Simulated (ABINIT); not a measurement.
A run of ABINIT 10.8.3 (patched build) is set up as follows.

Contents of run.abi:

```
# Datasets
ndtset 3

# Pseudopotentials
pp_dirpath "./"
pseudos "Br.upf"

# Structure
acell 7.7238007882 7.7238007882 16.4449636543
rprim
     0.8228618996    -0.5682414049     0.0000000000
     0.8228618996     0.5682414049     0.0000000000
     0.0000000000     0.0000000000     1.0000000000
ntypat 1
znucl 35
natom 4
typat 1 1 1 1
chkprim 0
chksymtnons 0
tolsym 1.0e-6
xred
   0.3651000000   0.6349000000   0.3901000000
   0.1349000000   0.8651000000   0.8901000000
   0.6349000000   0.3651000000   0.6099000000
   0.8651000000   0.1349000000   0.1099000000

# Plane-wave basis
ecut 38.0

# k points
kptopt 1
ngkpt 4 4 2
nshiftk 1
shiftk 0.0 0.0 0.0
istwfk *1

# Exchange and correlation
ixc 11

# Bands and occupations
occopt 1

# SCF cycle
nstep 80
diemac 6.0

# Output
iomode 3
prteig 0
prtebands 0

# Dataset 1: ground state
nband1 34
tolvrs1 1.0e-12
prtden1 1
prtwf1 0

# Dataset 2: empty bands at fixed density
iscf2 -2
getden2 1
nband2 46
nbdbuf2 4
tolwfr2 1.0e-12
nstep2 120
prtden2 0

# Dataset 3: self-energy
optdriver3 4
getwfk3 2
nband3 42
ecutsigx3 38.0
ecutwfn3 38.0
symsigma3 1
gwcalctyp3 15
ixc_sigma3 -427
getden3 1
fftgw3 01
gw_qprange3 -38
```

Potentials or basis: PseudoDojo NC SR PBE v0.5 stringent.

Command:

```console
$ abinit run.abi > log 2>&1
```

Problem. Estimate the band gap of the one-shot hybrid.

Solution. 3.01 eV.

Problem. Estimate the direct band gap of the one-shot hybrid.

Solution. 3.13 eV.

Problem. Estimate the band gap on the k mesh.

Solution. 1.83 eV, indirect (least direct gap 1.87 eV).

Caveat: Libxc's HSE differs a little from that of other programs; this build's HSE levels may be imprecise. A k mesh can miss the band edges.
